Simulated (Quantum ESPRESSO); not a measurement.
# SiC (Moissanite) (P6_3mc) in Quantum ESPRESSO: notebook

Aim: see how the results for SiC (Moissanite) move with the level of theory and the settings. Levels: AM05, BLYP. Tasks: phonons.

Program: Quantum ESPRESSO 7.5. These are calculated values, not measurements. Logs are shortened: lines on timing, memory, paths and dates and some standing lists are left out, and cuts for length are marked.

## (1) The structure

The structure is hexagonal, space group P6_3mc (No. 186). Conventional cell: a = 3.076 Å, b = 3.076 Å, c = 5.048 Å, α = 90.00°, β = 90.00°, γ = 120.00°. Around Si (site symmetry 3m) lie 4 C at 1.87 to 1.94 Å. C (site symmetry 3m) has 4 Si at 1.87 to 1.94 Å as nearest neighbours.

## (2) Phonons, AM05

pw.in reads:

```
&CONTROL
  calculation = 'scf'
  prefix = 'pwscf'
  outdir = './tmp'
  pseudo_dir = './pseudo'
  tprnfor = .true.
  tstress = .true.
  disk_io = 'low'
/
&SYSTEM
  ibrav = 0
  nat = 4
  ntyp = 2
  ecutwfc = 82
  nbnd = 14
  input_dft = 'XC-000I-000I-120L-135L-000I-000I'
  occupations = 'smearing'
  smearing = 'fd'
  degauss = 0.00367493
/
&ELECTRONS
  conv_thr = 8d-10
  electron_maxstep = 120
  mixing_beta = 0.5
/
ATOMIC_SPECIES
Si    28.0850 Si.upf
C     12.0110 C.upf
CELL_PARAMETERS angstrom
   3.0760000000    0.0000000000    0.0000000000
  -1.5380000000    2.6638941420    0.0000000000
   0.0000000000    0.0000000000    5.0480000000
ATOMIC_POSITIONS crystal
Si     0.6666666667    0.3333333333    0.5000000000
Si     0.3333333333    0.6666666667    0.0000000000
C      0.6666666667    0.3333333333    0.8850000000
C      0.3333333333    0.6666666667    0.3850000000
K_POINTS automatic
6 6 4 0 0 1
```

relax.in reads:

```
&CONTROL
  calculation = 'relax'
  prefix = 'pwscf'
  outdir = './tmp'
  pseudo_dir = './pseudo'
  tprnfor = .true.
  tstress = .true.
  disk_io = 'low'
  nstep = 40
  forc_conv_thr = 0.0001
  etot_conv_thr = 1d-06
/
&SYSTEM
  ibrav = 0
  nat = 4
  ntyp = 2
  ecutwfc = 82
  nbnd = 14
  input_dft = 'XC-000I-000I-120L-135L-000I-000I'
  occupations = 'smearing'
  smearing = 'fd'
  degauss = 0.00367493
/
&ELECTRONS
  conv_thr = 8d-10
  electron_maxstep = 120
  mixing_beta = 0.5
/
&IONS
  ion_dynamics = 'bfgs'
/
ATOMIC_SPECIES
Si    28.0850 Si.upf
C     12.0110 C.upf
CELL_PARAMETERS angstrom
   3.0760000000    0.0000000000    0.0000000000
  -1.5380000000    2.6638941420    0.0000000000
   0.0000000000    0.0000000000    5.0480000000
ATOMIC_POSITIONS crystal
Si     0.6666666667    0.3333333333    0.5000000000
Si     0.3333333333    0.6666666667    0.0000000000
C      0.6666666667    0.3333333333    0.8850000000
C      0.3333333333    0.6666666667    0.3850000000
K_POINTS automatic
6 6 4 0 0 1
```

scf2.in reads:

```
&CONTROL
  calculation = 'scf'
  prefix = 'pwscf'
  outdir = './tmp'
  pseudo_dir = './pseudo'
  tprnfor = .true.
  tstress = .true.
  disk_io = 'low'
/
&SYSTEM
  ibrav = 0
  nat = 4
  ntyp = 2
  ecutwfc = 82
  nbnd = 14
  input_dft = 'XC-000I-000I-120L-135L-000I-000I'
  occupations = 'fixed'
/
&ELECTRONS
  conv_thr = 1d-13
  electron_maxstep = 120
  mixing_beta = 0.5
  startingpot = 'file'
  startingwfc = 'file'
/
ATOMIC_SPECIES
Si    28.0850 Si.upf
C     12.0110 C.upf
CELL_PARAMETERS angstrom
   3.0760000000    0.0000000000    0.0000000000
  -1.5380000000    2.6638941420    0.0000000000
   0.0000000000    0.0000000000    5.0480000000
ATOMIC_POSITIONS crystal
Si     0.6666666667    0.3333333333    0.5045657732
Si     0.3333333333    0.6666666667    0.0045657732
C      0.6666666667    0.3333333333    0.8804342268
C      0.3333333333    0.6666666667    0.3804342268
K_POINTS automatic
6 6 4 0 0 1
```

ph.in reads:

```
phonons of SiC
&INPUTPH
  prefix = 'pwscf'
  outdir = './tmp'
  tr2_ph = 1d-16
  fildyn = 'dyn'
  niter_ph = 60
  alpha_mix(1) = 0.7
  epsil = .true.
/
0.0000000000 0.0000000000 0.0000000000
```

dynmat.in reads:

```
&INPUT
  fildyn = 'dyn'
  asr = 'crystal'
  lperm = .true.
  filout = 'dynmat.disp'
  fileig = 'dynmat.eig'
/
```

dynmat_lo.in reads:

```
&INPUT
  fildyn = 'dyn'
  asr = 'crystal'
  filout = 'dynmat_lo.disp'
  fileig = 'dynmat_lo.eig'
  q(1) = 0
  q(2) = 0
  q(3) = 1
/
```

Potentials or basis: PseudoDojo 0.4.1 SR PBE standard.

The run is started by

```
OMP_NUM_THREADS=1 pw.x -in pw.in > pw.out
OMP_NUM_THREADS=1 pw.x -in relax.in > relax.out
OMP_NUM_THREADS=1 pw.x -in scf2.in > scf2.out
OMP_NUM_THREADS=1 ph.x -in ph.in > ph.out
OMP_NUM_THREADS=1 dynmat.x -in dynmat.in > dynmat.out
OMP_NUM_THREADS=1 dynmat.x -in dynmat_lo.in > dynmat_lo.out
```

pw.out:

```text
This program is part of the open-source Quantum ESPRESSO suite
     for quantum simulation of materials; please cite
         "P. Giannozzi et al., J. Phys.:Condens. Matter 21 395502 (2009);
         "P. Giannozzi et al., J. Phys.:Condens. Matter 29 465901 (2017);
         "P. Giannozzi et al., J. Chem. Phys. 152 154105 (2020);
     in publications or presentations arising from this work. More details at

     IMPORTANT: XC functional enforced from input :
     Exchange-correlation= XC-000I-000I-120L-135L-000I-000I
                           (   0   0 120 135   0   0   0)
     Any further DFT definition will be discarded
     Please, verify this is what you really want

     Message from routine setup:
     using ibrav=0 with symmetry is DISCOURAGED, use correct ibrav instead

     G-vector sticks info
     --------------------
     sticks:   dense  smooth     PW     G-vecs:    dense   smooth      PW
     Sum         757     757    223                27991    27991    4475

     Using Slab Decomposition

     bravais-lattice index     =            0
     lattice parameter (alat)  =       5.8128  a.u.
     unit-cell volume          =     279.1382 (a.u.)^3
     number of atoms/cell      =            4
     number of atomic types    =            2
     number of electrons       =        16.00
     number of Kohn-Sham states=           14
     kinetic-energy cutoff     =      82.0000  Ry
     charge density cutoff     =     328.0000  Ry
     scf convergence threshold =      8.0E-10
     mixing beta               =       0.5000
     number of iterations used =            8  plain     mixing
     Exchange-correlation= XC-000I-000I-120L-135L-000I-000I
                           (   0   0 120 135   0   0   0)

     celldm(1)=   5.812798  celldm(2)=   0.000000  celldm(3)=   0.000000
     celldm(4)=   0.000000  celldm(5)=   0.000000  celldm(6)=   0.000000

     crystal axes: (cart. coord. in units of alat)
               a(1) = (   1.000000   0.000000   0.000000 )
               a(2) = (  -0.500000   0.866025   0.000000 )
               a(3) = (   0.000000   0.000000   1.641092 )

     reciprocal axes: (cart. coord. in units 2 pi/alat)
               b(1) = (  1.000000  0.577350 -0.000000 )
               b(2) = (  0.000000  1.154701  0.000000 )
               b(3) = (  0.000000 -0.000000  0.609350 )

     PseudoPot. # 1 for Si read from file:
     Si.upf
     Pseudo is Norm-conserving + core correction, Zval =  4.0
     Generated using ONCVPSP code by D. R. Hamann
     Using radial grid of 1510 points,  6 beta functions with:
                l(1) =   0
                l(2) =   0
                l(3) =   1
                l(4) =   1
                l(5) =   2
                l(6) =   2

     PseudoPot. # 2 for C  read from file:
     C.upf
     Pseudo is Norm-conserving + core correction, Zval =  4.0
     Generated using ONCVPSP code by D. R. Hamann
     Using radial grid of 1248 points,  4 beta functions with:
                l(1) =   0
                l(2) =   0
                l(3) =   1
                l(4) =   1

     atomic species   valence    mass     pseudopotential
     Si                4.00    28.08500     Si( 1.00)
     C                 4.00    12.01100     C ( 1.00)

     12 Sym. Ops. (no inversion) found ( 6 have fractional translation)

   Cartesian axes

     site n.     atom                  positions (alat units)
         1        Si     tau(   1) = (   0.5000000   0.2886751   0.8205462  )
         2        Si     tau(   2) = (  -0.0000000   0.5773503   0.0000000  )
         3        C      tau(   3) = (   0.5000000   0.2886751   1.4523667  )
         4        C      tau(   4) = (  -0.0000000   0.5773503   0.6318205  )

     number of k points=    14  Fermi-Dirac smearing, width (Ry)=  0.0037
                       cart. coord. in units 2pi/alat
        k(    1) = (   0.0000000   0.0000000   0.0761688), wk =   0.0277778
        k(    2) = (   0.0000000   0.0000000   0.2285063), wk =   0.0277778
        k(    3) = (   0.0000000   0.1924501   0.0761688), wk =   0.1666667
        k(    4) = (   0.0000000   0.1924501   0.2285063), wk =   0.1666667
        k(    5) = (   0.0000000   0.3849002   0.0761688), wk =   0.1666667
        k(    6) = (   0.0000000   0.3849002   0.2285063), wk =   0.1666667
        k(    7) = (   0.0000000  -0.5773503   0.0761688), wk =   0.0833333
        k(    8) = (   0.0000000  -0.5773503   0.2285063), wk =   0.0833333
        k(    9) = (   0.1666667   0.2886751   0.0761688), wk =   0.1666667
        k(   10) = (   0.1666667   0.2886751   0.2285063), wk =   0.1666667
        k(   11) = (   0.1666667   0.4811252   0.0761688), wk =   0.3333333
        k(   12) = (   0.1666667   0.4811252   0.2285063), wk =   0.3333333
        k(   13) = (   0.3333333   0.5773503   0.0761688), wk =   0.0555556
        k(   14) = (   0.3333333   0.5773503   0.2285063), wk =   0.0555556

     Dense  grid:    27991 G-vectors     FFT dimensions: (  36,  36,  60)

     WARNING: libxc functional with ID  120 depends
      on external parameters: check the user_guide of
      QE if you need to modify them or to check their
      default values.

     WARNING: libxc functional with ID  135 depends
      on external parameters: check the user_guide of
      QE if you need to modify them or to check their
      default values.

     Initial potential from superposition of free atoms

     starting charge      15.9987, renormalised to      16.0000
     Starting wfcs are   16 randomized atomic wfcs

     Self-consistent Calculation

     iteration #  1     ecut=    82.00 Ry     beta= 0.50
     Davidson diagonalization with overlap
     ethr =  1.00E-02,  avg # of iterations =  3.6

     total energy              =     -40.70723299 Ry
     estimated scf accuracy    <       0.81029771 Ry

     iteration #  2     ecut=    82.00 Ry     beta= 0.50
     Davidson diagonalization with overlap
     ethr =  5.06E-03,  avg # of iterations =  2.0

     total energy              =     -40.90245660 Ry
     estimated scf accuracy    <       0.03910784 Ry

     iteration #  3     ecut=    82.00 Ry     beta= 0.50
     Davidson diagonalization with overlap
     ethr =  2.44E-04,  avg # of iterations =  4.4

     total energy              =     -40.90504078 Ry
     estimated scf accuracy    <       0.00633376 Ry

     iteration #  4     ecut=    82.00 Ry     beta= 0.50
     Davidson diagonalization with overlap
     ethr =  3.96E-05,  avg # of iterations =  3.2

     total energy              =     -40.90551096 Ry
     estimated scf accuracy    <       0.00162820 Ry

     iteration #  5     ecut=    82.00 Ry     beta= 0.50
     Davidson diagonalization with overlap
     ethr =  1.02E-05,  avg # of iterations =  4.4

     total energy              =     -40.90591137 Ry
     estimated scf accuracy    <       0.00005796 Ry

     iteration #  6     ecut=    82.00 Ry     beta= 0.50
     Davidson diagonalization with overlap
     ethr =  3.62E-07,  avg # of iterations =  3.0

     total energy              =     -40.90592607 Ry
     estimated scf accuracy    <       0.00000037 Ry

     iteration #  7     ecut=    82.00 Ry     beta= 0.50
     Davidson diagonalization with overlap
     ethr =  2.33E-09,  avg # of iterations =  3.5

     total energy              =     -40.90592634 Ry
     estimated scf accuracy    <       0.00000019 Ry

     iteration #  8     ecut=    82.00 Ry     beta= 0.50
     Davidson diagonalization with overlap
     ethr =  1.16E-09,  avg # of iterations =  1.5

     total energy              =     -40.90592635 Ry
     estimated scf accuracy    <       0.00000002 Ry

     iteration #  9     ecut=    82.00 Ry     beta= 0.50
     Davidson diagonalization with overlap
     ethr =  1.02E-10,  avg # of iterations =  2.3

     End of self-consistent calculation

          k = 0.0000 0.0000 0.0762 (  3507 PWs)   bands (ev):

    -5.9185  -2.7833   1.4616   8.2827   8.2827   9.3355   9.4758   9.4758
    14.3962  16.0820  16.2474  16.2474  17.0617  18.2504

          k = 0.0000 0.0000 0.2285 (  3538 PWs)   bands (ev):

    -5.3154  -4.1678   3.8369   6.7883   8.5978   8.5978   9.0895   9.0895
    14.9497  15.9698  16.5464  16.5467  17.3312  17.8386

          k = 0.0000 0.1925 0.0762 (  3512 PWs)   bands (ev):

    -5.4380  -2.3613   1.8799   6.1176   7.5978   7.7650   9.1500   9.2312
    14.3727  16.0347  16.5939  17.1072  17.1882  18.3802

          k = 0.0000 0.1925 0.2285 (  3512 PWs)   bands (ev):

    -4.8416  -3.7105   4.0804   6.4061   6.7073   7.8715   7.9811   8.6117
    14.5304  15.4578  16.6903  17.3445  17.7053  18.5744

          k = 0.0000 0.3849 0.0762 (  3502 PWs)   bands (ev):

    -4.0630  -1.2972   2.2701   3.7214   4.9092   6.6524   8.1415   8.4907
    12.9084  14.1898  16.5497  17.4456  17.8936  19.4710

          k = 0.0000 0.3849 0.2285 (  3479 PWs)   bands (ev):

    -3.4963  -2.4477   2.7474   3.7381   5.7884   7.0872   7.8256   7.8646
    12.9509  13.8575  15.2817  16.8958  18.9154  20.2448

          k = 0.0000-0.5774 0.0762 (  3492 PWs)   bands (ev):

    -2.5765  -1.1865   1.5218   2.9255   4.6995   6.2820   6.7927   8.1954
    12.3471  13.5184  16.5533  17.1528  18.1803  19.1250

          k = 0.0000-0.5774 0.2285 (  3476 PWs)   bands (ev):

    -2.1104  -1.4418   1.0507   1.7375   6.5812   6.7300   7.4964   7.7762
    12.5572  12.9002  15.1708  15.2668  18.8776  20.3646

          k = 0.1667 0.2887 0.0762 (  3494 PWs)   bands (ev):

    -4.5051  -1.5963   2.5148   4.3945   5.3871   6.5307   7.9263   8.6873
    14.8612  15.1860  16.0914  16.6413  18.2881  18.5962

          k = 0.1667 0.2887 0.2285 (  3501 PWs)   bands (ev):

    -3.9261  -2.8412   3.7063   4.8073   5.8073   6.3813   7.1979   8.0097
    14.5176  14.9567  16.5138  17.2158  18.2353  18.3148

          k = 0.1667 0.4811 0.0762 (  3494 PWs)   bands (ev):

    -2.8445  -0.8705   1.8949   3.5835   4.4477   5.0019   6.8671   7.2970
    13.3065  14.8300  16.4415  17.7812  18.6471  19.6424

          k = 0.1667 0.4811 0.2285 (  3498 PWs)   bands (ev):

    -2.3394  -1.4983   1.7546   2.5462   5.0204   5.9194   6.8035   8.0926
    13.5936  14.6487  15.6702  16.4967  17.7706  19.4112

          k = 0.3333 0.5774 0.0762 (  3501 PWs)   bands (ev):

    -1.4141  -1.4141   2.8445   2.9669   2.9669   5.4418   6.1013   6.1013
    12.2965  17.3984  17.3984  17.6431  19.5448  19.5448

          k = 0.3333 0.5774 0.2285 (  3510 PWs)   bands (ev):

    -1.1990  -1.1990   1.9744   1.9744   3.4004   4.4068   7.6984   7.6984
    14.3675  14.9494  14.9494  16.7543  19.9257  19.9257

     the Fermi energy is    10.6334 ev

!    total energy              =     -40.90592636 Ry
     estimated scf accuracy    <          2.9E-10 Ry
     smearing contrib. (-TS)   =      -0.00000000 Ry
     internal energy E=F+TS    =     -40.90592636 Ry

     The total energy is F=E-TS. E is the sum of the following terms:
     one-electron contribution =      11.14975262 Ry
     hartree contribution      =       4.65826397 Ry
     xc contribution           =     -14.92475375 Ry
     ewald contribution        =     -41.78918921 Ry

     convergence has been achieved in   9 iterations

     Forces acting on atoms (cartesian axes, Ry/au):

     atom    1 type  1   force =    -0.00000000   -0.00000000    0.02924442
     atom    2 type  1   force =     0.00000000    0.00000000    0.02924442
     atom    3 type  2   force =     0.00000000    0.00000000   -0.02924442
     atom    4 type  2   force =     0.00000000   -0.00000000   -0.02924442

     Total force =     0.058489     Total SCF correction =     0.000001

     Computing stress (Cartesian axis) and pressure

          total   stress  (Ry/bohr**3)                   (kbar)     P=        7.58
   0.00017563  -0.00000000   0.00000000           25.84       -0.00        0.00
   0.00000000   0.00017563   0.00000000            0.00       25.84        0.00
   0.00000000   0.00000000  -0.00019670            0.00        0.00      -28.94

=------------------------------------------------------------------------------=
   JOB DONE.
=------------------------------------------------------------------------------=
```

Run time: 5.2 min. Hardware: 1 thread of Arm Neoverse V1, shared host; peak memory 0.08 GiB.

What came out:

```yaml
Free_energy: -556.5894 eV
Pressure_after_relaxing: 0.5 GPa
Electronic_dielectric_tensor_diagonal: 7.48
Born_charges_mean_of_the_diagonal: Si +2.71; C -2.81 e
Highest_phonon_frequency_at_Γ_LO-TO_splitting_left_out: 828 cm⁻¹
Static_dielectric_tensor_diagonal: 10.74, 10.74, 11.48
```

The path:
```
step  energy change (eV)  largest force (eV/Å)  pressure (GPa)
   1              0.0000                0.7519            0.76
   2             -0.0319                0.2653            0.52
   3             -0.0359                0.0311            0.47
   4             -0.0359                0.0011            0.48
   5             -0.0359                0.0003            0.48
```

Final structure:
```
Si C
1.0
     3.07600    0.00000    0.00000
    -1.53800    2.66389    0.00000
     0.00000    0.00000    5.04800
Si C
2 2
Direct
  0.66667 0.33333 0.50457
  0.33333 0.66667 0.00457
  0.66667 0.33333 0.88043
  0.33333 0.66667 0.38043
```

Phonon frequencies in cm⁻¹ (negative: imaginary):
| q point | frequencies |
| --- | --- |
| (0.000, 0.000, 0.000) | -1 -1 -1 251 251 589 763 763 765 796 796 828 |

Electronic dielectric tensor:
```
7.48 0.00 0.00
0.00 7.48 0.00
0.00 0.00 7.48
```

Born effective charge tensors (e):
atom 1, Si
```
2.63 0.00 0.00
0.00 2.63 0.00
0.00 0.00 2.86
```
atom 2, Si
```
2.63 0.00 0.00
0.00 2.63 0.00
0.00 0.00 2.86
```
atom 3, C
```
-2.78  0.00  0.00
 0.00 -2.78  0.00
 0.00  0.00 -2.88
```
atom 4, C
```
-2.78  0.00  0.00
 0.00 -2.78  0.00
 0.00  0.00 -2.88
```

Optical modes at Γ, degenerate ones joined, polar ones without the macroscopic field:
| cm⁻¹ | components | symmetry | active in | IR intensity, summed ((D/Å)²/amu) |
| --- | --- | --- | --- | --- |
| 251 | 2 | E2 | Raman | 0.00 |
| 589 | 1 | B1 | silent | 0.00 |
| 763 | 2 | E2 | Raman | 0.00 |
| 765 | 1 | A1 | IR and Raman | 45.31 |
| 796 | 2 | E1 | IR and Raman | 80.04 |
| 828 | 1 | B1 | silent | 0.00 |

Zone-centre frequencies without and with the macroscopic field along z (cm⁻¹):
```tsv
	optical modes in rising order
without	251 251 589 763 763 765 796 796 828
with the field	251 251 589 763 763 796 796 828 947
```

Static dielectric tensor, electrons and zone-centre modes:
```
10.74  0.00  0.00
 0.00 10.74  0.00
 0.00  0.00 11.48
```

Caveat: the mesh is thin for the dielectric tensor, Born charges and intensities, which usually come out too large; the potentials were made for another functional, which shifts forces and pressure; the Born charges break their sum rule by 0.21 e, a sign of too thin a mesh.

(Part 1 of 3 ends here.)
